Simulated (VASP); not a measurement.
# 2H-MoTe2 monolayer and its bilayer, part 5 of 5

Aim: relax 2H-MoTe2 monolayer, place its levels against the vacuum, then find how two sheets stack and bind.

VASP 6.6.1, plane waves and PAW; the level of theory is named at each step.

So far. Step 12 (A rigid stacking): Energy at zero smearing: -38.75472 eV. Step 13 (Relaxing the bilayer): The run ended after 15 ionic steps, 0.005 eV below its first step, once the forces on the free atoms met EDIFFG = -0.015.

### Step 14. Levels and bands of the bilayer

Level of this step: PBE with D3(BJ), no spin polarisation; plane waves and PAW (Mo, Te) (VASP).

The same static run as for one sheet shows what the neighbour does to the levels.

The input, INCAR:

```
SYSTEM = Te2Mo
PREC = Normal
ENCUT = 350
EDIFF = 1E-06
NELM = 120
ISMEAR = 0
SIGMA = 0.03
LREAL = .FALSE.
ALGO = Fast
GGA = PE
IVDW = 12
NBANDS = 24
LASPH = .TRUE.
LORBIT = 11
LWAVE = .FALSE.
LCHARG = .FALSE.
KPAR = 4
IDIPOL = 3
LDIPOL = .TRUE.
DIPOL = 0.5 0.5 0.5
LVHAR = .TRUE.
LVACPOTAV = .TRUE.
NEDOS = 1500
```

The input, POSCAR:

```
Te2Mo
1.0
    3.4973337260      0.0000000000      0.0000000000
   -1.7486668630      3.0287798522      0.0000000000
    0.0000000000      0.0000000000     27.3602129336
Mo Te
2 4
Direct
    0.3333333300      0.6666666700      0.3749282639
    0.6666666700      0.3333333300      0.6250717361
    0.6666666700      0.3333333300      0.3086207079
    0.6666666700      0.3333333300      0.4412626039
    0.3333333300      0.6666666700      0.5587373961
    0.3333333300      0.6666666700      0.6913792921
```

The input, KPOINTS:

```
Automatic mesh
0
Gamma
12 12 1
0 0 0
```

The input, KPOINTS_OPT:

```
Line mode
14
Line-mode
Reciprocal
  0.00000000   0.00000000   0.00000000 GAMMA
  0.50000000   0.00000000   0.00000000 M

  0.50000000   0.00000000   0.00000000 M
  0.33333333   0.33333333   0.00000000 K

  0.33333333   0.33333333   0.00000000 K
  0.00000000   0.00000000   0.00000000 GAMMA
```

PAW data sets: Mo and Te (PBE family, release 64).

Started as:

```
mpirun -np 4 vasp_std
```

Output:

```text
[... set-up lines as in an earlier step ...]
 entering main loop
       N       E                     dE             d eps       ncg     rms          rms(c)
DAV:   1     0.188031551587E+03    0.18803E+03   -0.10475E+04   912   0.849E+02
DAV:   2    -0.198385673196E+02   -0.20787E+03   -0.20224E+03  1368   0.183E+02
DAV:   3    -0.366964344256E+02   -0.16858E+02   -0.16683E+02  1184   0.583E+01
DAV:   4    -0.373327726617E+02   -0.63634E+00   -0.63361E+00  1448   0.124E+01
DAV:   5    -0.373433017814E+02   -0.10529E-01   -0.10524E-01  1272   0.176E+00    0.226E+01
RMM:   6    -0.364009222858E+02    0.94238E+00   -0.43297E+00   944   0.894E+00    0.916E+00
RMM:   7    -0.361748895163E+02    0.22603E+00   -0.24629E+00   941   0.613E+00    0.578E+00
RMM:   8    -0.359754862429E+02    0.19940E+00   -0.88340E-01   933   0.488E+00    0.959E-01
RMM:   9    -0.359846867520E+02   -0.92005E-02   -0.16738E-01  1099   0.189E+00    0.431E-01
RMM:  10    -0.359830161579E+02    0.16706E-02   -0.23483E-02  1232   0.629E-01    0.366E-01
RMM:  11    -0.359820808632E+02    0.93529E-03   -0.95037E-03  1068   0.444E-01    0.267E-01
RMM:  12    -0.359822994851E+02   -0.21862E-03   -0.35337E-03  1160   0.244E-01    0.159E-01
RMM:  13    -0.359818717502E+02    0.42773E-03   -0.77120E-04  1088   0.150E-01    0.558E-02
RMM:  14    -0.359818584041E+02    0.13346E-04   -0.88503E-04  1122   0.121E-01    0.274E-02
RMM:  15    -0.359819422095E+02   -0.83805E-04   -0.20401E-04  1250   0.621E-02    0.277E-02
RMM:  16    -0.359820412861E+02   -0.99077E-04   -0.95707E-05  1179   0.389E-02    0.145E-02
RMM:  17    -0.359821135849E+02   -0.72299E-04   -0.47297E-05  1188   0.234E-02    0.162E-02
RMM:  18    -0.359821286145E+02   -0.15030E-04   -0.14587E-05  1064   0.183E-02    0.829E-03
RMM:  19    -0.359821438443E+02   -0.15230E-04   -0.25350E-05  1114   0.195E-02    0.873E-03
RMM:  20    -0.359821491162E+02   -0.52718E-05   -0.36195E-06   859   0.114E-02    0.254E-03
RMM:  21    -0.359821524654E+02   -0.33492E-05   -0.78986E-07   718   0.393E-03    0.334E-03
RMM:  22    -0.359821595925E+02   -0.71271E-05   -0.29599E-06   769   0.713E-03    0.177E-03
RMM:  23    -0.359821599410E+02   -0.34859E-06   -0.37665E-07   583   0.297E-03
 [... a notice as in an earlier step ...]

   1 F= -.38839624E+02 E0= -.38839624E+02  d E =-.804691E-12
 Start KPOINTS_OPT (optional k-point list driver)
k-point batch [1-19\42]
       N       E                     dE             ncg
DAV:   1     0.199387184777E+04   -0.93765E+04      912
DAV:   2    -0.179833406638E+04   -0.37922E+04     1360
DAV:   3    -0.213727018821E+04   -0.33894E+03     1200
DAV:   4    -0.215026460533E+04   -0.12994E+02     1440
DAV:   5    -0.215049328624E+04   -0.22868E+00     1264
DAV:   6    -0.215050064565E+04   -0.73594E-02     1456
DAV:   7    -0.215050081930E+04   -0.17365E-03     1280
DAV:   8    -0.215050082570E+04   -0.63943E-05     1128
DAV:   9    -0.215050082603E+04   -0.33489E-06      840
[...]
k-point batch [39-42\42]
       N       E                     dE             ncg
DAV:   1     0.133407700060E+05    0.28650E+03      192
DAV:   2     0.125764804075E+05   -0.76429E+03      288
DAV:   3     0.125008833549E+05   -0.75597E+02      248
DAV:   4     0.124975662497E+05   -0.33171E+01      304
DAV:   5     0.124974891232E+05   -0.77126E-01      264
DAV:   6     0.124974858119E+05   -0.33113E-02      312
DAV:   7     0.124974857252E+05   -0.86739E-04      264
DAV:   8     0.124974857212E+05   -0.39530E-05      288
DAV:   9     0.124974857211E+05   -0.12501E-06      176
```

The job ended after 16 s (4 MPI ranks of AMD EPYC 9R45, shared host; peak memory 0.98 GiB; 64 s of CPU time).

OUTCAR, selected parts (step 14):

```text
   NELECT =      36.0000    total number of electrons

 E-fermi :   1.4727

 k-point     1 :       0.0000    0.0000    0.0000
  band No.  band energies     occupation
    ...
     14       0.3267      2.00000
     15       0.3503      2.00000
     16       0.3503      2.00000
     17       0.4411      2.00000
     18       1.3426      2.00000
     19       4.3225      0.00000
     20       4.3231      0.00000
     21       4.4450      0.00000
     22       4.4487      0.00000
     23       4.6139      0.00000
    ...

 Edisp (eV)   -2.85746

  Total      -0.17710    -0.17710    -0.17220    -0.00000     0.00000    -0.00000
  in kB      -0.97906    -0.97906    -0.95198    -0.00000     0.00000    -0.00000
  external pressure =       -0.97 kB  Pullay stress =        0.00 kB

 POSITION                                       TOTAL-FORCE (eV/Angst)
 -----------------------------------------------------------------------------------
     -0.00000      2.01919     10.25812         0.000000      0.000000     -0.014131
      1.74867      1.00959     17.10210         0.000000     -0.000000      0.014131
      1.74867      1.00959      8.44393         0.000000     -0.000000      0.012379
      1.74867      1.00959     12.07304        -0.000000      0.000000      0.002165
     -0.00000      2.01919     15.28717         0.000000     -0.000000     -0.002165
     -0.00000      2.01919     18.91628        -0.000000      0.000000     -0.012379
 -----------------------------------------------------------------------------------
    total drift:                                0.000000     -0.000000      0.000000

  FREE ENERGIE OF THE ION-ELECTRON SYSTEM (eV)
  ---------------------------------------------------
  free  energy   TOTEN  =       -38.8396238571 eV

  energy  without entropy=      -38.8396238571  energy(sigma->0) =      -38.83962386

 vacuum level on the upper side and lower side of the slab         6.011         6.011

[... 9 parts as in an earlier step ...]

[... 9 further parts left out ...]
```

Numbers from this step:

| Property | Result |
| --- | --- |
| electronic cycles | 23 |
| Fermi energy | 1.473 eV |
| least gap on mesh and path | 0.8291 eV |
| least direct gap on mesh and path | 1.135 eV |
| vacuum levels | 6.011, 6.011 eV |
| ionisation potentials of the upper and lower face | 4.668, 4.668 eV |
| electron affinities of the upper and lower face | 3.839, 3.839 eV |

The electronic bands at the labelled points (eV, zero at the valence-band top; v1 is the highest filled band, c1 the lowest empty one):

```
          point     v4     v3     v2     v1    c1    c2    c3    c4
              Γ  -0.99  -0.99  -0.90   0.00  2.98  2.98  3.10  3.11
0.54 of the way  -1.12  -1.07  -1.01  -0.99  1.21  1.49  1.84  2.05
              M  -1.00  -0.98  -0.49  -0.29  1.30  1.34  1.52  1.74
0.54 of the way  -1.98  -1.77  -0.44  -0.28  1.23  1.31  1.75  1.96
              K  -1.94  -1.94  -0.28  -0.12  1.02  1.02  1.30  1.89
0.54 of the way  -1.05  -0.91  -0.83  -0.70  1.03  1.40  1.69  1.76
              Γ  -0.99  -0.99  -0.90   0.00  2.98  2.98  3.10  3.11
```

Of the projections kept (Mo, Te), the largest for each band there; the rest of the weight can lie on other orbitals:

```
point       v4       v3       v2       v1       c1       c2       c3       c4
    Γ  Mo 0.80  Mo 0.80  Mo 0.86  Mo 0.64  Te 0.73  Te 0.73  Te 0.76  Te 0.76
    M  Mo 0.71  Mo 0.78  Te 0.76  Te 0.73  Mo 0.95  Mo 0.93  Mo 0.93  Mo 0.92
    K  Te 0.52  Te 0.52  Mo 0.90  Mo 0.88  Mo 0.94  Mo 0.94  Mo 0.79  Mo 0.77
    Γ  Mo 0.80  Mo 0.80  Mo 0.86  Mo 0.64  Te 0.73  Te 0.73  Te 0.76  Te 0.75
```

The planar average of the electrostatic potential oscillates, so the rows of the table below give means over windows of 1 Å about each position, cut where the curve ends. Its maxima inside the range that stand out by 2 % of the span (Å: eV): 9.4: -3.95, 11.1: -3.98, 13.7: 3.12, 16.3: -3.98, 17.9: -3.95. Its minima: 8.5: -19.1, 10.2: -6.33, 12.1: -19.1, 15.3: -19.1, 17.2: -6.33, 18.9: -19.1.

Zero at the Fermi level. The planar average of the electrostatic potential by height; means over each step:

```
height (Å)  planar average of the electrostatic potential (eV)
         0                                                4.54
         1                                                4.54
         2                                                4.54
         3                                                4.54
         4                                                4.54
         5                                                4.53
         6                                                4.44
         7                                                2.91
         8                                               -11.7
         9                                               -11.2
        10                                               -5.50
        11                                               -5.58
        12                                               -16.5
        13                                               -2.56
        14                                                1.59
        15                                               -14.3
        16                                               -8.96
        17                                               -5.74
        18                                               -6.67
        19                                               -16.2
        20                                              -0.154
        21                                                4.26
        22                                                4.52
        23                                                4.54
        24                                                4.54
        25                                                4.54
        26                                                4.54
        27                                                4.54
```

Density of states in the PAW spheres, an atom over height of the layer and energy from the Fermi level.

Values in states/eV, 22 rows by 6 columns, each cell a mean:
```
0.00 0.00 0.00 0.00 0.00 0.00
0.00 0.05 0.03 0.03 0.05 0.00
0.14 0.80 0.21 0.21 0.80 0.14
0.34 1.49 0.35 0.35 1.49 0.34
0.37 1.37 0.32 0.32 1.37 0.37
0.60 1.59 0.55 0.55 1.59 0.60
0.55 1.35 0.58 0.58 1.35 0.55
0.36 0.93 0.36 0.36 0.93 0.36
0.36 0.99 0.39 0.39 0.99 0.36
0.48 0.77 0.38 0.38 0.77 0.48
0.57 0.82 0.47 0.47 0.82 0.57
0.35 0.55 0.39 0.39 0.55 0.35
0.25 0.33 0.19 0.19 0.33 0.25
0.42 0.53 0.36 0.36 0.53 0.42
0.40 0.60 0.52 0.52 0.60 0.40
0.15 0.24 0.23 0.23 0.24 0.15
0.08 0.12 0.12 0.12 0.12 0.08
0.00 0.00 0.00 0.00 0.00 0.00
0.00 0.00 0.00 0.00 0.00 0.00
0.00 0.00 0.00 0.00 0.00 0.00
0.00 0.00 0.00 0.00 0.00 0.00
0.00 0.00 0.00 0.00 0.00 0.00
```
Columns: height of the layer (Å) from 8.4 to 18.9 (not evenly spaced); rows upwards: energy from the Fermi level (eV) from -7.9 to 0.5.

The map of layer states is cut here 0.5 eV above the Fermi level, so it leaves out the states above that.

The vacuum level lies 4.67 eV above the highest filled level at the upper face; both faces agree, as the slab has next to no dipole.

The program found no field-free point at its default tolerance, but its printed level agrees with the flat part of the planar average.

### Step 15. Derived quantities

This step: monolayer and bilayer, PBE + D3(BJ); plane waves and PAW (VASP 6.6.1).

Derived from the runs above.

This step gave:

- polarisability per area of the slab or monolayer: 0.5023 Å
- gap with spin orbit: 1.058 eV
- binding energy: -37.17 meV/Å²
- interlayer gap: 3.214 Å
- bilayer gap: 0.8291 eV
- bilayer level below vacuum: 4.668 eV
- lattice a: 3.497 Å
- lattice b: 3.497 Å
- thickness: 3.630 Å
- monolayer gap: 1.192 eV
- ionisation potential at the upper face: 4.836 eV

VASP counts both for electrons: a positive EFIELD is a field along -c, and a positive dipole, in electrons times A, points along -c. Field, by row:

```
EFIELD (eV/Å)  dipole along z of the monolayer (e Å)  energy change of the monolayer (eV)
         -0.1                               -0.03696                            -0.001851
            0                                      0                                    0
          0.1                                0.03695                            -0.001851
```

Rigid sheets, 3.1 Å apart. Stackings, by row:

```
                              stacking  energy above the lowest (meV/Å²)
turned by 180 degrees, shift 0.00 0.00                                 0
     same orientation, shift 0.33 0.67                             1.838
turned by 180 degrees, shift 0.67 0.33                             7.549
turned by 180 degrees, shift 0.33 0.67                             54.83
     same orientation, shift 0.00 0.00                             60.66
```

The polarisability is the slope of the dipole against the field, as a volume for each unit of area.

### Step 16. What came out

```json
{
 "lattice a": "3.50 Å",
 "monolayer gap": "1.19 eV",
 "gap with spin orbit": "1.06 eV",
 "binding energy": "-37.2 meV/Å²",
 "interlayer gap": "3.21 Å",
 "bilayer gap": "0.829 eV",
 "polarisability per area of the slab or monolayer": "0.502 Å"
}
```

In words: The monolayer relaxes to a = 3.497 Å and has a gap of 1.19 eV (1.06 eV with spin-orbit coupling). The ionisation potential is 4.84 eV at both faces. Of 5 rigid stackings the lowest has the upper sheet turned by 180 degrees and shifted by (0.00, 0.00) in cell vectors, and the highest lies 60.7 meV/Å² above it. Relaxed, the sheets lie 3.21 Å apart and bind by 37.2 meV/Å². The second sheet narrows the gap, to 0.83 eV. All runs are without spin polarisation. The bilayer keeps the monolayer's lattice, and only high-symmetry stackings were tried. Semilocal gaps are too small. Levels against the vacuum, binding and the bilayer's gap are without spin-orbit coupling.

[Lines on the potential files, build, host, timing and source positions are cut from VASP's logs without a mark.]

[Logs are printed without paths, hosts, clocks, repeated set-up lines and the standing remarks that a program may print on its own settings, such as how far it seeks lower states.]

[Hosts, paths, dates, database ids (printed as entryN), source tags and the programs' standing remarks are cut or masked in the printed files.]

[Runs that stopped without an error message from VASP are left out.]
